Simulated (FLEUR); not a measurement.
# TaS2 (P-3m1) in FLEUR: further runs

Runs on TaS2. Level: PBEsol. Tasks: equation of state.

All numbers are computed with FLEUR MaX-R8.1 (later development tree); they aren't measurements. Logs are shortened: lines on timing, memory, paths and dates and some standing lists are left out, and cuts for length are marked.

### 1 Starting point

The structure is trigonal, space group P-3m1 (No. 164). Conventional cell: a = 3.350 Å, b = 3.350 Å, c = 5.860 Å, α = 90.00°, β = 90.00°, γ = 120.00°. Around Ta (site symmetry -3m) lie 6 S at 2.43 Å. S (site symmetry 3m) has 3 Ta at 2.43 Å as nearest neighbours.

### 2 Equation of state, PBEsol, 17.85 Å³/atom (volume scaled by 0.94)

Contents of inp.xml:

```xml
<?xml version="1.0" encoding="UTF-8" standalone="no"?>
<fleurInput fleurInputVersion="0.39">
   <comment>
      TaS2                                                                                                
   </comment>
   <calculationSetup>
      <cutoffs Kmax="5.7" Gmax="17.7" GmaxXC="17.7" numbands="0"/>
      <scfLoop itmax="60" minDistance="0.00001" maxIterBroyd="15" imix="Anderson" alpha="0.05" precondParam="0.0" spinf="2.0" sdNocoIR="T"/>
      <coreElectrons ctail="T" frcor="F" kcrel="0" coretail_lmax="0"/>
      <xcFunctional name="PBEs" relativisticCorrections="F"/>
      <magnetism jspins="1"/>
      <soc l_soc="F" theta="0.0" phi="0.0" spav="F"/>
      <expertModes spex="0" secvar="F"/>
      <geometryOptimization l_f="F" forcealpha="1.0" forcemix="BFGS" epsdisp="0.00001" epsforce="0.00001"/>
      <ldaU l_linMix="F" mixParam="0.05" spinf="1.0"/>
   </calculationSetup>
   <cell>
      <bzIntegration valenceElectrons="39.0" mode="hist" fermiSmearingEnergy="0.00183747">
         <kPointListSelection listName="default-1"/>
         <!-- k-points included here -->
         <xi:include xmlns:xi="http://www.w3.org/2001/XInclude" href="kpts.xml"> </xi:include>
      </bzIntegration>
      <!-- symmetry operations included here -->
      <xi:include xmlns:xi="http://www.w3.org/2001/XInclude" href="sym.xml"> </xi:include>
      <bulkLattice scale="0.9795861087">
         <bravaisMatrix>
            <row-1>    6.3305825174099999     0.0000000000000000     0.0000000000000000</row-1>
            <row-2>   -3.1652912587049999     5.4824452808725237     0.0000000000000000</row-2>
            <row-3>    0.0000000000000000     0.0000000000000000    11.0737950901560005</row-3>
         </bravaisMatrix>
      </bulkLattice>
   </cell>
   <atomSpecies>
      <species name="Tantalum (Ta)" element="Ta" atomicNumber="73">
         <mtSphere radius="2.37" gridPoints="819" logIncrement="0.016"/>
         <atomicCutoffs lmax="10" lnonsphr="10"/>
         <electronConfig flipSpins="F">
            <coreConfig>(1s1/2) (2s1/2) (2p1/2) (2p3/2) (3s1/2) (3p1/2) (3p3/2) (4s1/2) (3d3/2) (3d5/2) (4p1/2) (4p3/2) (4d3/2) (4d5/2)</coreConfig>
            <valenceConfig>(5s1/2) (5p1/2) (5p3/2) (6s1/2) (4f5/2) (4f7/2) (5d3/2) (5d5/2)</valenceConfig>
            <stateOccupation state="(5d3/2)" spinUp="0.600000" spinDown="0.600000"/>
            <stateOccupation state="(5d5/2)" spinUp="0.900000" spinDown="0.900000"/>
         </electronConfig>
         <energyParameters s="6" p="6" d="5" f="4"/>
         <lo type="SCLO" l="0" n="5" eDeriv="0"/>
         <lo type="SCLO" l="1" n="5" eDeriv="0"/>
         <lo type="SCLO" l="2" n="5" eDeriv="2"/>
         <lo type="SCLO" l="3" n="4" eDeriv="2"/>
      </species>
      <species name="Sulfur (S)" element="S" atomicNumber="16">
         <mtSphere radius="1.72" gridPoints="585" logIncrement="0.02"/>
         <atomicCutoffs lmax="8" lnonsphr="8"/>
         <electronConfig flipSpins="F">
            <coreConfig>(1s1/2) (2s1/2) (2p1/2) (2p3/2)</coreConfig>
            <valenceConfig>(3s1/2) (3p1/2) (3p3/2)</valenceConfig>
            <stateOccupation state="(3p1/2)" spinUp="0.666667" spinDown="0.666667"/>
            <stateOccupation state="(3p3/2)" spinUp="1.333333" spinDown="1.333333"/>
         </electronConfig>
         <energyParameters s="3" p="3" d="3" f="4"/>
         <lo type="SCLO" l="0" n="3" eDeriv="2"/>
         <lo type="SCLO" l="1" n="3" eDeriv="2"/>
         <lo type="SCLO" l="2" n="3" eDeriv="2"/>
         <lo type="SCLO" l="3" n="4" eDeriv="2"/>
      </species>
   </atomSpecies>
   <atomGroups>
      <atomGroup species="Tantalum (Ta)">
         <relPos label="                   1">.0000000000 .0000000000 .0000000000</relPos>
         <force calculate="T" relaxXYZ="TTT"/>
      </atomGroup>
      <atomGroup species="Sulfur (S)">
         <relPos label="                   2">-1.000/3.000 1.000/3.000 -1.000/4.000</relPos>
         <relPos label="                   3">1.000/3.000 -1.000/3.000 1.000/4.000</relPos>
         <force calculate="T" relaxXYZ="TTT"/>
      </atomGroup>
   </atomGroups>
   <output dos="F" band="F" slice="F">
      <checks vchk="F" cdinf="F"/>
      <bandDOS minEnergy="-.5*Htr" maxEnergy="0.5*Htr" sigma="0.015" storeEVData="T"/>
      <vacuumDOS vacdos="F" integ="F" star="F" nstars="0" locx1="0.0" locy1="0.0" locx2="0.0" locy2="0.0" nstm="0" tworkf="0.0"/>
      <unfoldingBand unfoldBand="F" supercellX="1" supercellY="1" supercellZ="1"/>
      <plotting iplot="0" polar="F">
         <plot TwoD="T" vec1="  1.0  0.0  0.0" vec2="  0.0  1.0  0.0" vec3="  0.0  0.0  1.0" zero="  0.0  0.0  0.0" file="plot"/>
      </plotting>
      <chargeDensitySlicing numkpt="0" minEigenval="0.0" maxEigenval="0.0" nnne="0" pallst="F"/>
      <specialOutput eonly="F"/>
      <moessbauerParams electricFieldGradient="T" isomerShift="T" coreHyperfine="T" valenceHyperfine="T"/>
      <magneticCircularDichroism mcd="F" energyLo="-10.0" energyUp="0.0"/>
   </output>
  <!-- We include the file relax.xml here to enable relaxations (see documentation) -->
  <xi:include xmlns:xi="http://www.w3.org/2001/XInclude" href="relax.xml"> <xi:fallback/> </xi:include>
</fleurInput>
```

Potentials or basis: all-electron, FLAPW.

The run is started by

```sh
$ inpgen -f crystal.txt -profile fastHighL
$ # inp.xml edited to the form shown
$ mpirun -n 4 fleur_MPI -pe_per_kpt 1
```

Standard output:

```text
Welcome to FLEUR        (www.flapw.de)
      MaX-Release 8.1          (www.max-centre.eu)

 ========== k-point set info ==========
 Selected k-point list: default-1
 k-point list type: mesh
 9 x 9 x 5
 Number of k points: 50

 ------------Calculation Setup---------------------------
 Number of MPI-tasks      :            4
 Number of PE/node        :            4
 Number of OMP-threads    :            1
 Using exactly            1  PE per kpt
 k-points in parallel     :            4
 pe's per k-point         :            1
 No of k-point loops      :           12
 Info/Warning             : your k-point parallelism is not fully load-balanced
 Using exactly            1  PE per kpt
 Using exactly            1  PE per kpt
 Using exactly            1  PE per kpt
 Eigenvalue solver        :       lapack
 Number of basis functions:         1243
 Approximate size of matrices (H+S) per k-point:         0.023 GB
 --------------------------------------------------------
 Iteration:     1   Distance:      10.65436542 me/bohr^3
 Iteration:     2   Distance:       9.62550672 me/bohr^3
 Iteration:     3   Distance:       4.42574725 me/bohr^3
 Iteration:     4   Distance:       1.95026582 me/bohr^3
 Iteration:     5   Distance:       1.58602024 me/bohr^3
 Iteration:     6   Distance:       0.77567441 me/bohr^3
 Iteration:     7   Distance:       0.27278414 me/bohr^3
 Iteration:     8   Distance:       0.20303011 me/bohr^3
 Iteration:     9   Distance:       0.01957167 me/bohr^3
 Iteration:    10   Distance:       0.01707513 me/bohr^3
 Iteration:    11   Distance:       0.00297374 me/bohr^3
 Iteration:    12   Distance:       0.00168176 me/bohr^3
 Iteration:    13   Distance:       0.00028670 me/bohr^3
 Iteration:    14   Distance:       0.00006692 me/bohr^3
 Iteration:    15   Distance:       0.00003672 me/bohr^3
 Iteration:    16   Distance:       0.00003368 me/bohr^3
 Iteration:    17   Distance:       0.00001692 me/bohr^3
 Iteration:    18   Distance:       0.00000894 me/bohr^3

 ********************************************************************
 Run finished successfully
 Stop message:
   all done
 ********************************************************************
```

Run time: 1.8 min. Hardware: 4 MPI ranks of Intel Xeon 6975P-C (Granite Rapids), shared host.

What came out:

- Free energy: -446776.2133 eV
- Band gap on the k mesh: none (metal or under the smearing width)
- Valence electrons inside the program's atomic spheres: Ta 24.58; S 2.97 (radii Ta 2.37, S 1.72 bohr)

Caveat: this functional lacks dispersion, which binds the layers, so the pressure and a relaxed spacing across them are unreliable.

### 3 Equation of state, PBEsol, 18.23 Å³/atom (volume scaled by 0.96)

Changes to inp.xml since step 2:

```diff
@@ -24,3 +24,3 @@
       <xi:include xmlns:xi="http://www.w3.org/2001/XInclude" href="sym.xml"> </xi:include>
-      <bulkLattice scale="0.9795861087">
+      <bulkLattice scale="0.9864848297">
          <bravaisMatrix>
```

Potentials or basis: all-electron, FLAPW.

The run is started by

```sh
$ inpgen -f crystal.txt -profile fastHighL
$ # inp.xml edited to the form shown
$ mpirun -n 4 fleur_MPI -pe_per_kpt 1
```

Wall time 1.9 min (4 MPI ranks of Intel Xeon 6975P-C (Granite Rapids), shared host).

It converged, with:

```yaml
Free_energy: -446776.3051 eV
Band_gap_on_the_k_mesh: none (metal or under the smearing width)
Valence_electrons_inside_the_program's_atomic_spheres: Ta 24.53; S 2.96 (radii Ta 2.37, S 1.72 bohr)
```

Caveat: this functional lacks dispersion, which binds the layers, so the pressure and a relaxed spacing across them are unreliable.

### 4 Equation of state, PBEsol, 18.60 Å³/atom (volume scaled by 0.98)

Changes to inp.xml since step 3:

```diff
@@ -24,3 +24,3 @@
       <xi:include xmlns:xi="http://www.w3.org/2001/XInclude" href="sym.xml"> </xi:include>
-      <bulkLattice scale="0.9864848297">
+      <bulkLattice scale="0.9932883884">
          <bravaisMatrix>
```

The run is started by

```sh
$ inpgen -f crystal.txt -profile fastHighL
$ # inp.xml edited to the form shown
$ mpirun -n 4 fleur_MPI -pe_per_kpt 1
```

Wall time 2.2 min (4 MPI ranks of Intel Xeon 6975P-C (Granite Rapids), shared host).

The run converged. Its results:

| Property | Result |
| --- | --- |
| Free energy | -446776.3711 eV |
| Band gap on the k mesh | none (metal or under the smearing width) |
| Valence electrons inside the program's atomic spheres | Ta 24.49; S 2.95 (radii Ta 2.37, S 1.72 bohr) |

Caveat: this functional lacks dispersion, which binds the layers, so the pressure and a relaxed spacing across them are unreliable.

### 5 Equation of state, PBEsol, 18.98 Å³/atom

Changes to inp.xml since step 4:

```diff
@@ -24,3 +24,3 @@
       <xi:include xmlns:xi="http://www.w3.org/2001/XInclude" href="sym.xml"> </xi:include>
-      <bulkLattice scale="0.9932883884">
+      <bulkLattice scale="1.0000000000">
          <bravaisMatrix>
```

The run is started by

```sh
$ inpgen -f crystal.txt -profile fastHighL
$ # inp.xml edited to the form shown
$ mpirun -n 4 fleur_MPI -pe_per_kpt 1
```

It took 2.3 min on 4 MPI ranks of Intel Xeon 6975P-C (Granite Rapids), shared host.

It converged, with:

* Free energy: -446776.4135 eV
* Band gap on the k mesh: none (metal or under the smearing width)
* Valence electrons inside the program's atomic spheres: Ta 24.45; S 2.94 (radii Ta 2.37, S 1.72 bohr)

Caveat: this functional lacks dispersion, which binds the layers, so the pressure and a relaxed spacing across them are unreliable.

### 6 Equation of state, PBEsol, 19.36 Å³/atom (volume scaled by 1.02)

Changes to inp.xml since step 5:

```diff
@@ -24,3 +24,3 @@
       <xi:include xmlns:xi="http://www.w3.org/2001/XInclude" href="sym.xml"> </xi:include>
-      <bulkLattice scale="1.0000000000">
+      <bulkLattice scale="1.0066227096">
          <bravaisMatrix>
```

Potentials or basis: all-electron, FLAPW.

The run is started by

```sh
$ inpgen -f crystal.txt -profile fastHighL
$ # inp.xml edited to the form shown
$ mpirun -n 4 fleur_MPI -pe_per_kpt 1
```

It took 2 min on 4 MPI ranks of Intel Xeon 6975P-C (Granite Rapids), shared host.

It converged, with:

* Free energy: -446776.4348 eV
* Band gap on the k mesh: none (metal or under the smearing width)
* Valence electrons inside the program's atomic spheres: Ta 24.41; S 2.93 (radii Ta 2.37, S 1.72 bohr)

Caveat: this functional lacks dispersion, which binds the layers, so the pressure and a relaxed spacing across them are unreliable.

### 7 Equation of state, PBEsol, 19.74 Å³/atom (volume scaled by 1.04)

Changes to inp.xml since step 6:

```diff
@@ -24,3 +24,3 @@
       <xi:include xmlns:xi="http://www.w3.org/2001/XInclude" href="sym.xml"> </xi:include>
-      <bulkLattice scale="1.0066227096">
+      <bulkLattice scale="1.0131594038">
          <bravaisMatrix>
```

The run is started by

```sh
$ inpgen -f crystal.txt -profile fastHighL
$ # inp.xml edited to the form shown
$ mpirun -n 4 fleur_MPI -pe_per_kpt 1
```

Wall time 2.4 min (4 MPI ranks of Intel Xeon 6975P-C (Granite Rapids), shared host).

Results (log left out):

| Quantity | Value |
| --- | --- |
| Free energy | -446776.4368 eV |
| Band gap on the k mesh | none (metal or under the smearing width) |
| Valence electrons inside the program's atomic spheres | Ta 24.37; S 2.92 (radii Ta 2.37, S 1.72 bohr) |

Caveat: this functional lacks dispersion, which binds the layers, so the pressure and a relaxed spacing across them are unreliable.

### 8 Equation of state, PBEsol, 20.12 Å³/atom (volume scaled by 1.06)

Changes to inp.xml since step 7:

```diff
@@ -24,3 +24,3 @@
       <xi:include xmlns:xi="http://www.w3.org/2001/XInclude" href="sym.xml"> </xi:include>
-      <bulkLattice scale="1.0131594038">
+      <bulkLattice scale="1.0196128224">
          <bravaisMatrix>
```

The run is started by

```sh
$ inpgen -f crystal.txt -profile fastHighL
$ # inp.xml edited to the form shown
$ mpirun -n 4 fleur_MPI -pe_per_kpt 1
```

Wall time 2.8 min (4 MPI ranks of Intel Xeon 6975P-C (Granite Rapids), shared host).

Results (log left out):

```
Free energy                                           : -446776.4214 eV
Band gap on the k mesh                                : none (metal or under the smearing width)
Valence electrons inside the program's atomic spheres : Ta 24.34; S 2.91 (radii Ta 2.37, S 1.72 bohr)
```

Caveat: this functional lacks dispersion, which binds the layers, so the pressure and a relaxed spacing across them are unreliable.

### 9 Equation of state, PBEsol

Potentials or basis: all-electron, FLAPW.

No new run: the results of the series are fitted here.

What came out:

| Quantity | Value |
| --- | --- |
| Equilibrium volume | 19.59 Å³/atom |
| Bulk modulus at fixed shape and positions | 131 GPa |
| Pressure derivative of the bulk modulus | 4.1 |

Energy against volume, from the lowest point:
| volume (Å³/atom) | energy (meV/atom) |
| --- | --- |
| 17.845 | 74.51 |
| 18.225 | 43.89 |
| 18.605 | 21.91 |
| 18.984 | 7.76 |
| 19.364 | 0.68 |
| 19.744 | 0.00 |
| 20.123 | 5.12 |

Caveat: the cell was scaled at fixed shape and fractional positions, which overstates the stiffness of a crystal with free parameters, most of all of layers and chains; this functional lacks dispersion, which binds the layers, so the pressure and a relaxed spacing across them are unreliable. Spin-orbit coupling is left out, which matters for the levels of Ta.
